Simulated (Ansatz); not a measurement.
# AlN (P6_3mc) in Ansatz: further runs

The runs below take AlN through relaxation of cell and atoms, single point, with BLYP+D4, m-r2SCAN, PBE.

All numbers are computed with Ansatz 0.2.0; they aren't measurements. Logs are shortened: lines on timing, memory, paths and dates and some standing lists are left out, and cuts for length are marked.

**Measured values to compare with.**

“Self-assembly of well-separated AlN nanowires directly on sputtered metallic TiN films”, 2019, arxiv:1910.07391 quotes, for a bulk crystal of AlN at 10 K: band gap 6.034 eV (an exciton energy, a little under the gap).

The runs below are set against these values where they give the same quantity.

### Step 1. The structure

Symmetry: P6_3mc, No. 186, hexagonal system. The conventional cell has a = 3.113 Å, b = 3.113 Å, c = 4.981 Å, α = 90.00°, β = 90.00°, γ = 120.00°. Al (site symmetry 3m) has 4 N at 1.89 Å as nearest neighbours. Around N (site symmetry 3m) lie 4 Al at 1.89 Å.

### Step 2. Relaxation of cell and atoms, BLYP+D4

The input, input.yaml:

```yaml
crystal:
  lattice:
    - [3.113, 0.0, 0.0]
    - [-1.5565, 2.695937082, 0.0]
    - [0.0, 0.0, 4.981]
  atoms:
    - { symbol: Al, position: [0.6666666667, 0.3333333333, 0.5] }
    - { symbol: Al, position: [0.3333333333, 0.6666666667, 0.0] }
    - { symbol: "N", position: [0.6666666667, 0.3333333333, 0.88] }
    - { symbol: "N", position: [0.3333333333, 0.6666666667, 0.38] }
hamiltonian:
  xc: blyp
  pseudopotentials: { kind: paw }
  dispersion: d4
kpoints:
  mp_grid: { grid: [10, 10, 6] }
scf:
  occupations: { method: fermi_dirac, width: 0.05 }
output:
  forces: true
  stress: true
relax:
  f_tol: 0.01
  max_steps: 40
  cell: { stress_tol: 0.05 }
```

Potentials or basis: Ansatz PAW.

Started as:

```sh
ansatz run input.yaml --threads 2 --pin off --max-ram 5120MiB --backend cpu --events-out ev --progress --plain --runs-dir out
```

What it wrote:

```text
Warning: RAYON_NUM_THREADS=2 ignored (pool sized by the plan → 2); use --threads N
Engine: ansatz 0.2.0, x86_64-unknown-linux-gnu
Pseudopotentials: kind: paw
Pseudopotential: Al, paw, valence charge 3, recommended cutoff 420 eV (normal), Al.paw.azcp
Pseudopotential: N, paw, valence charge 5, recommended cutoff 420 eV (normal), N.paw.azcp
Functional definition: BLYP
  parameter beta = 0.0042
  parameter a = 0.04918
  parameter b = 0.132
  parameter c = 0.2533
  parameter d = 0.349
  exchange = b88_x(beta = beta)
  correlation = lyp_c(a = a, b = b, c = c, d = d)
Crystal: 4 atoms, lattice volume = 41.803 Å³
Basis set: ecut = 420 eV, 809 PW (Γ), exchange–correlation on 48×48×72 points (8 copies of the dense FFT grid, shifted against one another)
Bands: 12, of which v1, the nominal top of the filled ones, is band 8 counted from 1 (7 counted from 0)
Symmetry: 12 space group operations
Space group: P63mc (ITA 186), of the structure as read, at distance tolerance 3.5e-5 Å
k-points: 56 of 600 (time reversal used)
Non-local potential: Al, projectors of the file, l = 0: 2, l = 1: 2, l = 2: 1
Non-local potential: N, projectors of the file, l = 0: 2, l = 1: 2, l = 2: 1
PAW form: soft (Blöchl's): semilocal exchange-correlation on the pseudo side does not see the compensation charge
PAW frozen core: Al, regenerated for the run's functional, and the local potential with it (the file was generated under x = pbe(κ = 0.804, μ = 0.2195149727645171), c = pbe(β = 0.06672455060314922))
PAW frozen core: N, regenerated for the run's functional, and the local potential with it (the file was generated under x = pbe(κ = 0.804, μ = 0.2195149727645171), c = pbe(β = 0.06672455060314922))
PAW one-centre angular grid: Al, 110 points (default); XC on 64 Gauss nodes
PAW one-centre angular grid: N, 110 points (default); XC on 64 Gauss nodes
Initial density: superposition of atomic densities (neutral atoms: chi_scale 0, normalization atom), corrected by the library's trained network
Initial wavefunctions: pseudopotential atomic-orbital guess
Functional: x = b88, c = lyp
SCF iter   1: F=—  HF=-1860.613849 eV  |F-HF|=—  |Δ(HF+E_count)|=         —  Δρ=1.92e-2  dr2=1.40e-1  ethr=1.77e-3  ⟨swp⟩=5.5  Hψ=4364  notcnv=0
preconditioner: auto → none  [insulator: Δε(μ)=4.636 eV  Ē_g=13.416 eV  σ=0.050 eV  W_gap=1.00  n_scr=2 (ndim 8)  ℏωp=23.0 eV  f_vac=0.000  D(μ)=0.00/eV (n_scr^D=0)  ε∞_Penn≈3.9]
SCF iter   2: F=—  HF=-1860.572066 eV  |F-HF|=—  |Δ(HF+E_count)|=   4.18e-2  Δρ=1.83e-3  dr2=1.63e-3  ethr=8.75e-4  ⟨swp⟩=2.9  Hψ=1745  notcnv=0
SCF iter   3: F=—  HF=-1860.571809 eV  |F-HF|=—  |Δ(HF+E_count)|=   2.57e-4  Δρ=6.19e-4  dr2=1.60e-4  ethr=1.02e-5  ⟨swp⟩=2.1  Hψ=1075  notcnv=0
SCF iter   4: F=—  HF=-1860.571842 eV  |F-HF|=—  |Δ(HF+E_count)|=   3.25e-5  Δρ=6.00e-5  dr2=7.19e-7  ethr=1.00e-6  ⟨swp⟩=2.8  Hψ=1208  notcnv=0
SCF iter   5: F=—  HF=-1860.571999 eV  |F-HF|=—  |Δ(HF+E_count)|=   1.57e-4  Δρ=1.46e-5  dr2=6.38e-8  ethr=6.25e-10  ⟨swp⟩=2.8  Hψ=2631  notcnv=0
SCF iter   6: F=-1860.571999 eV  HF=-1860.571999 eV  |F-HF|=2.69e-10  |Δ(HF+E_count)|=   1.24e-8  Δρ=2.14e-6  dr2=8.01e-10  ethr=3.99e-10  ⟨swp⟩=2.0  Hψ=2318  notcnv=0
SCF 1 converged in 6 iterations: F = -1860.571999 eV  dr2 = 8.01e-10
relax step   1: F+E_penalty+E_count = -1860.57199878 eV  Δ(F+E_penalty+E_count) = +0.000e0 eV  max|allowed force component| = 1.064e-1 eV/Å  Δτ_max = 0.0000 Å  P = -2.931 GPa  Ω = 41.803 Å³  (6 SCF iters, dr2 threshold 1.00e-7 eV, accepted)
Crystal: 4 atoms, lattice volume = 41.502 Å³
Basis set: ecut = 420 eV, 785 PW (Γ), exchange–correlation on 48×48×72 points (8 copies of the dense FFT grid, shifted against one another)
Initial density: handed on by an earlier stage of this run
Initial wavefunctions: those handed on with the density
iter 1 solved again at ethr=9.80e-6 eV; its pass at ethr=3.10e-3 eV (dr2=1.57e-3 eV) is discarded
SCF iter   1: F=—  HF=-1860.578422 eV  |F-HF|=—  |Δ(HF+E_count)|=         —  Δρ=1.88e-3  dr2=1.62e-3  ethr=9.80e-6  ⟨swp⟩=1.0  Hψ=4057  notcnv=0
preconditioner: auto → none  [insulator: Δε(μ)=4.592 eV  Ē_g=13.369 eV  σ=0.050 eV  W_gap=1.00  n_scr=2 (ndim 8)  ℏωp=23.1 eV  f_vac=0.000  D(μ)=0.00/eV (n_scr^D=0)  ε∞_Penn≈4.0]
SCF iter   2: F=—  HF=-1860.577934 eV  |F-HF|=—  |Δ(HF+E_count)|=   4.88e-4  Δρ=3.43e-4  dr2=4.55e-5  ethr=9.80e-6  ⟨swp⟩=2.1  Hψ=997  notcnv=0
SCF iter   3: F=—  HF=-1860.578073 eV  |F-HF|=—  |Δ(HF+E_count)|=   1.40e-4  Δρ=1.26e-4  dr2=4.52e-6  ethr=2.85e-7  ⟨swp⟩=2.0  Hψ=1077  notcnv=0
[... 61 lines left out ...]
basis re-selected at this cell: Δ(F+E_penalty+E_count) = +2.120e-3 eV, ΔP = -0.090 GPa vs the last step (what re-selecting the basis moved, of the pressure what is left beyond the Pulay correction that the steps carried, after the strain that the cell walked since its last selection, with what the two solves' SCF thresholds leave and, on support functions, any second-order correction that the steps lacked; it is no measure of the basis error at this ecutwfc). This SCF's stress stands 9.14e-2 GPa from its target on what of the cell is left free (relax.cell.stress_tol is 5.00e-2 GPa) and its largest allowed force component is 1.58e-5 eV/Å (relax.f_tol is 1.00e-2 eV/Å): not within both, so this SCF does not close the relaxation
Crystal: 4 atoms, lattice volume = 41.185 Å³
iter 1 solved again at ethr=3.49e-8 eV; its pass at ethr=3.10e-3 eV (dr2=5.58e-6 eV) is discarded
SCF iter   1: F=—  HF=-1860.578982 eV  |F-HF|=—  |Δ(HF+E_count)|=         —  Δρ=1.11e-4  dr2=5.71e-6  ethr=3.49e-8  ⟨swp⟩=1.0  Hψ=4014  notcnv=0
preconditioner: auto → none  [insulator: Δε(μ)=4.635 eV  Ē_g=13.420 eV  σ=0.050 eV  W_gap=1.00  n_scr=2 (ndim 8)  ℏωp=23.1 eV  f_vac=0.000  D(μ)=0.00/eV (n_scr^D=0)  ε∞_Penn≈4.0]
SCF iter   2: F=—  HF=-1860.579128 eV  |F-HF|=—  |Δ(HF+E_count)|=   1.46e-4  Δρ=1.90e-5  dr2=1.55e-7  ethr=3.49e-8  ⟨swp⟩=2.1  Hψ=1014  notcnv=0
iter 3 did not close the SCF: its close was put off for the readings that it lacked (scf_convergence_deferred on its scf_iter line)
SCF iter   3: F=-1860.579128 eV  HF=-1860.579128 eV  |F-HF|=4.36e-9  |Δ(HF+E_count)|=   4.57e-8  Δρ=7.36e-6  dr2=1.46e-8  ethr=9.69e-10  ⟨swp⟩=2.0  Hψ=1064  notcnv=0
iter 4 did not close the SCF: its close was put off for the readings that it lacked (scf_convergence_deferred on its scf_iter line)
SCF iter   4: F=-1860.579128 eV  HF=-1860.579128 eV  |F-HF|=2.57e-11  |Δ(HF+E_count)|=   3.33e-9  Δρ=3.76e-7  dr2=2.95e-11  ethr=9.14e-11  ⟨swp⟩=2.0  Hψ=1117  notcnv=0
iter 5 did not close the SCF: its close was put off for the readings that it lacked (scf_convergence_deferred on its scf_iter line)
SCF iter   5: F=-1860.579128 eV  HF=-1860.579128 eV  |F-HF|=6.82e-13  |Δ(HF+E_count)|=  3.02e-11  Δρ=7.05e-8  dr2=1.15e-12  ethr=1.00e-12  ⟨swp⟩=1.0  Hψ=672  notcnv=0
SCF iter   6: F=-1860.579128 eV  HF=-1860.579128 eV  |F-HF|=2.27e-13  |Δ(HF+E_count)|=  6.82e-13  Δρ=1.07e-8  dr2=3.82e-14  ethr=1.00e-12  ⟨swp⟩=1.0  Hψ=1568  notcnv=0
SCF 7 converged in 6 iterations: F = -1860.579128 eV  dr2 = 3.82e-14
relax step   7: F+E_penalty+E_count = -1860.57912804 eV  Δ(F+E_penalty+E_count) = -7.393e-5 eV  max|allowed force component| = 4.268e-5 eV/Å  Δτ_max = 0.0000 Å  P = -0.001 GPa  Ω = 41.185 Å³  energy of the carried Pulay correction = +6.884e-5 eV  (6 SCF iters, dr2 threshold 2.09e-8 eV, accepted)
iter 1 solved again at ethr=7.36e-9 eV; its pass at ethr=3.10e-3 eV (dr2=1.18e-6 eV) is discarded
SCF iter   1: F=—  HF=-1860.578973 eV  |F-HF|=—  |Δ(HF+E_count)|=         —  Δρ=5.63e-6  dr2=3.50e-9  ethr=7.36e-9  ⟨swp⟩=3.2  Hψ=6385  notcnv=0
preconditioner: auto → none  [insulator: Δε(μ)=4.634 eV  Ē_g=13.419 eV  σ=0.050 eV  W_gap=1.00  n_scr=2 (ndim 8)  ℏωp=23.1 eV  f_vac=0.000  D(μ)=0.00/eV (n_scr^D=0)  ε∞_Penn≈4.0]
SCF iter   2: F=—  HF=-1860.579121 eV  |F-HF|=—  |Δ(HF+E_count)|=   1.48e-4  Δρ=2.90e-6  dr2=1.24e-9  ethr=2.19e-11  ⟨swp⟩=3.2  Hψ=1443  notcnv=0
SCF iter   3: F=—  HF=-1860.579121 eV  |F-HF|=—  |Δ(HF+E_count)|=  5.68e-10  Δρ=1.90e-6  dr2=4.29e-10  ethr=7.74e-12  ⟨swp⟩=1.0  Hψ=672  notcnv=0
SCF iter   4: F=—  HF=-1860.579121 eV  |F-HF|=—  |Δ(HF+E_count)|=  3.15e-10  Δρ=1.28e-6  dr2=1.79e-10  ethr=2.68e-12  ⟨swp⟩=1.0  Hψ=672  notcnv=0
iter 5 did not close the SCF: its close was put off for the readings that it lacked (scf_convergence_deferred on its scf_iter line)
SCF iter   5: F=-1860.579121 eV  HF=-1860.579121 eV  |F-HF|=2.46e-11  |Δ(HF+E_count)|=  2.74e-10  Δρ=3.70e-7  dr2=1.42e-11  ethr=1.12e-12  ⟨swp⟩=2.4  Hψ=1031  notcnv=0
SCF iter   6: F=-1860.579121 eV  HF=-1860.579121 eV  |F-HF|=2.05e-12  |Δ(HF+E_count)|=  2.41e-11  Δρ=1.19e-7  dr2=1.52e-12  ethr=1.00e-12  ⟨swp⟩=2.0  Hψ=2016  notcnv=0
SCF 8 converged in 6 iterations: F = -1860.579121 eV  dr2 = 1.52e-12
relax step   8: F+E_penalty+E_count = -1860.57912065 eV  Δ(F+E_penalty+E_count) = +7.393e-6 eV  max|allowed force component| = 4.115e-5 eV/Å  Δτ_max = 0.0000 Å  P = -0.002 GPa  Ω = 41.185 Å³  stress off target by 2.86e-3 GPa  SCF on the basis re-selected at this cell (its energy is not comparable with the rows above)  (6 SCF iters)
basis re-selected at this cell: Δ(F+E_penalty+E_count) = +7.393e-6 eV, ΔP = -0.001 GPa vs the last step (what re-selecting the basis moved, of the pressure what is left beyond the Pulay correction that the steps carried, after the strain that the cell walked since its last selection, with what the two solves' SCF thresholds leave and, on support functions, any second-order correction that the steps lacked; it is no measure of the basis error at this ecutwfc). This SCF's stress stands 2.86e-3 GPa from its target on what of the cell is left free (relax.cell.stress_tol is 5.00e-2 GPa) and its largest allowed force component is 4.11e-5 eV/Å (relax.f_tol is 1.00e-2 eV/Å): within both
SCF converged after 6 iterations
Free energy (F): -1860.579121 eV
Harris-Foulkes:  -1860.579121 eV  (|F-HF|=2.05e-12)
Internal energy: -1860.579121 eV  (E = F + TS)
E sigma→0 (E₀):  -1860.579121 eV
Fermi energy:    10.019168 eV
--- Per-component energies (eV) ---
  E_band       = 39.588132
  E_kinetic    = 322.507476
  E_local      = -452.591112  (includes V_loc(G=0)·N_el)
  E_nonlocal   = 113.577306
  E_hartree    = 158.449961
  E_xc         = -201.159021
  E_vxc        = -212.407071  (∫ρ·V_xc dr)
  E_paw        = -1204.387474  (= ΣΔE_a)
  E_vpaw       = -48.398573  (= ΣTr[D̂ρ^β])
  E_aug_tail   = 0.000195  (compensation charges beyond the density's cutoff)
  E_ewald      = -594.622788
  E_disp       = -2.382486  (pairwise vdW)
  E_core_change = 0.028823  (= ΣΔE_core)
  E_smearing   = -0.000000  (= −TS)
  E_closure    = 0.000000  (closes the sum)
  Σ components = -1860.579121   (vs F -1860.579121, Δ=0.00e0)
--- Forces (eV/Å), atoms counted from 1 ---
  atom   1  Al     0.00000000     0.00000000    -0.00003838
  atom   2  Al     0.00000000    -0.00000000    -0.00003838
  atom   3  N      0.00000000    -0.00000000     0.00004392
  atom   4  N     -0.00000000     0.00000000     0.00004392
  max |Σ_I F_I| component: 1.11e-5 eV/Å
--- Stress (GPa, compression-positive) ---
       -0.002860       0.000000      -0.000000
       -0.000000      -0.002860       0.000000
       -0.000000       0.000000      -0.001468
  P = ⅓ Tr σ = -0.0024 GPa (-0.024 kbar)
--- Relaxed structure (6 steps of the walk, 6 accepted, 2 SCFs on fresh bases) ---
  F+E_penalty+E_count = -1860.57912065 eV   max|allowed force component| = 4.115e-5 eV/Å   (the final SCF, on the basis selected at the relaxed cell)
  cell:  # Å, volume = 41.1854 Å³
    - [3.0941989801473184, 6.957775046362425e-19, -2.3321236324964985e-33]
    - [-1.5470994900736592, 2.67965492117148, 1.4403391176752632e-33]
    - [-3.7315476432457544e-33, 5.067533836506581e-34, 4.967255273196312]
  atoms:
    - { symbol: Al, position: [0.6666666666666665, 0.33333333333333326, 0.49941955673807265] }
    - { symbol: Al, position: [0.33333333333333326, 0.6666666666666665, -0.0005804432619273444] }
    - { symbol: N, position: [0.6666666666666665, 0.33333333333333326, 0.8805804432619273] }
    - { symbol: N, position: [0.33333333333333326, 0.6666666666666665, 0.3805804432619273] }
```

It took 6.8 s on 2 threads of Intel Xeon 6975P-C (Granite Rapids), shared host; peak memory 0.38 GiB.

Results:

```yaml
Free_energy: -1860.5791 eV
Relaxed_volume: 10.30 Å³/atom
Relaxed_cell: a = 3.094 Å, b = 3.094 Å, c = 4.967 Å, α = 90.00°, β = 90.00°, γ = 120.00°
Space_group_after_relaxing_to_0.05_Å: P6_3mc (No. 186)
Energy_gained_by_relaxing: 1.8 meV/atom
Ionic_steps: 8
Pressure_after_relaxing: 0.0 GPa
Band_gap_on_the_k_mesh: 4.63 eV
```

Step by step:
```csv
step,energy change (eV),largest force (eV/Å),volume (Å³)
1,0.0000,0.1064,41.80
2,-0.0061,0.0831,41.50
3,-0.0091,0.0330,41.19
4,-0.0092,0.0160,41.19
5,-0.0092,0.0000,41.20
6,-0.0071,0.0000,41.20
7,-0.0071,0.0000,41.19
8,-0.0071,0.0000,41.19
```

Final structure:
```yaml
crystal:
  lattice:
    - [3.09420, 0.00000, 0.00000]
    - [-1.54710, 2.67965, 0.00000]
    - [0.00000, 0.00000, 4.96726]
  atoms:
    - { symbol: Al, position: [0.66667, 0.33333, 0.49942] }
    - { symbol: Al, position: [0.33333, 0.66667, 0.99942] }
    - { symbol: N, position: [0.66667, 0.33333, 0.88058] }
    - { symbol: N, position: [0.33333, 0.66667, 0.38058] }
```

Caveat: the plane-wave basis is chosen anew once the cell has moved, so the energies of steps on either side of that aren't comparable; the pressure holds a Pulay correction of +0.6 GPa for the finite cutoff; the PAW data sets come from PBE, with cores solved anew for the run's functional, which leaves a small shift of forces and pressure. A k mesh can miss the band edges.

### Step 3. Relaxation of cell and atoms, m-r2SCAN

input.yaml, as its differences from that of step 2:

```diff
@@ -11,5 +11,4 @@
 hamiltonian:
-  xc: blyp
+  xc: mr2scan
   pseudopotentials: { kind: paw }
-  dispersion: d4
 kpoints:
```

Potentials or basis: Ansatz PAW.

Started as:

```sh
ansatz run input.yaml --threads 2 --pin off --max-ram 5120MiB --backend cpu --events-out ev --progress --plain --runs-dir out
```

Wall time 6.6 s (2 threads of Intel Xeon 6975P-C (Granite Rapids), shared host); peak memory 0.5 GiB.

It converged, with:

| Property | Result |
| --- | --- |
| Free energy | -1856.9704 eV |
| Relaxed volume | 10.40 Å³/atom |
| Relaxed cell | a = 3.107 Å, b = 3.107 Å, c = 4.979 Å, α = 90.00°, β = 90.00°, γ = 120.00° |
| Space group after relaxing (to 0.05 Å) | P6_3mc (No. 186) |
| Energy gained by relaxing | 0.4 meV/atom |
| Ionic steps | 6 |
| Pressure after relaxing | 0.0 GPa |
| Band gap on the k mesh | 4.88 eV |

The path:
| step | energy change (eV) | largest force (eV/Å) | volume (Å³) |
| --- | --- | --- | --- |
| 1 | 0.0000 | 0.1223 | 41.80 |
| 2 | -0.0010 | 0.0907 | 41.71 |
| 3 | -0.0015 | 0.0206 | 41.67 |
| 4 | -0.0018 | 0.0046 | 41.63 |
| 5 | -0.0018 | 0.0001 | 41.61 |
| 6 | -0.0018 | 0.0001 | 41.61 |

Final structure:
```yaml
crystal:
  lattice:
    - [3.10673, 0.00000, 0.00000]
    - [-1.55337, 2.69051, 0.00000]
    - [0.00000, 0.00000, 4.97855]
  atoms:
    - { symbol: Al, position: [0.66667, 0.33333, 0.49919] }
    - { symbol: Al, position: [0.33333, 0.66667, 0.99919] }
    - { symbol: N, position: [0.66667, 0.33333, 0.88081] }
    - { symbol: N, position: [0.33333, 0.66667, 0.38081] }
```

Caveat: the plane-wave basis is chosen anew once the cell has moved, so the energies of steps on either side of that aren't comparable; the PAW data sets come from PBE, with cores solved anew for the run's functional, which leaves a small shift of forces and pressure.

### Step 4. Single point, PBE

input.yaml, as its differences from that of step 3:

```diff
@@ -11,3 +11,3 @@
 hamiltonian:
-  xc: mr2scan
+  xc: pbe
   pseudopotentials: { kind: paw }
@@ -17,2 +17,4 @@
   occupations: { method: fermi_dirac, width: 0.05 }
+basis:
+  ecutwfc: "300 eV"
 output:
@@ -20,5 +22,2 @@
   stress: true
-relax:
-  f_tol: 0.01
-  max_steps: 40
-  cell: { stress_tol: 0.05 }
+  eigenvalues: true
```

Started as:

```sh
ansatz run input.yaml --threads 2 --pin off --max-ram 5120MiB --backend cpu --events-out ev --progress --plain --runs-dir out
```

It took 0.5 s on 2 threads of Intel Xeon 6975P-C (Granite Rapids), shared host; peak memory 0.33 GiB.

Results (log left out):

- Free energy: -1847.9384 eV
- Pressure: 3.9 GPa
- Largest force: 0.124 eV/Å
- Band gap on the k mesh: 4.18 eV, direct

Forces on the atoms (eV/Å):
```
Al   0.000  0.000 -0.124
Al   0.000  0.000 -0.124
N    0.000  0.000  0.124
N    0.000  0.000  0.124
```

Stress tensor (GPa, compression positive):
```
3.28 0.00 0.00
0.00 3.28 0.00
0.00 0.00 5.11
```

Levels at points of the mesh, in eV from the valence-band top:
```
             k point  band 6  band 7  band 8  band 9  band 10  band 11
  (0.00, 0.00, 0.00)   -0.19   -0.19    0.00    4.18     6.66    10.66
 (0.00, 0.00, -0.50)   -0.50   -0.50   -0.50    6.45     6.45    10.38
 (0.00, -0.50, 0.00)   -2.04   -1.75   -0.64    5.84     5.85     8.20
(0.00, -0.50, -0.50)   -1.43   -1.35   -1.35    5.34     5.34     9.31
```

Caveat: the pressure holds a Pulay correction of +12.1 GPa for the finite cutoff; the cutoff lies under the one recommended for these potentials.

### Step 5. The runs side by side

```csv
task,level,cell,cutoff (eV),gap on the mesh (eV),pressure (GPa),relaxed volume (Å³/atom)
relaxation of cell and atoms,BLYP+D4,relaxed,420,4.63,0.0,10.30
relaxation of cell and atoms,m-r2SCAN,relaxed,500,4.88,0.0,10.40
single point,PBE,as given,300,4.18,3.9,-
```

Alike in all rows: potentials or basis Ansatz PAW; no spin polarisation; k mesh 10 × 10 × 6; smearing fermi-dirac 0.05 eV.

Caveats: the plane-wave basis is chosen anew once the cell has moved, so the energies of steps on either side of that aren't comparable (some runs); the PAW data sets come from PBE, with cores solved anew for the run's functional, which leaves a small shift of forces and pressure (some runs); the pressure holds a Pulay correction of +12.1 GPa for the finite cutoff (some runs); the cutoff lies under the one recommended for these potentials (some runs).

Total energies depend on the potentials used, so only differences within one code and one set of settings carry meaning.

### Step 6. Against experiment

Step 4. A measured gap of AlN is 6.034 eV (an exciton energy, a little under the gap; 10 K; quoted in “Self-assembly of well-separated AlN nanowires directly on sputtered metallic TiN films”, 2019, arxiv:1910.07391); the calculated 4.18 eV misses it by -1.86 eV. 2 values of this kind are on record (6.034 to 6.0343 eV); this one was drawn at random. The value is that of PBE on a finite k mesh, which can miss the band edges, without temperature or zero-point motion. Semilocal functionals fall short of measured gaps as a rule.
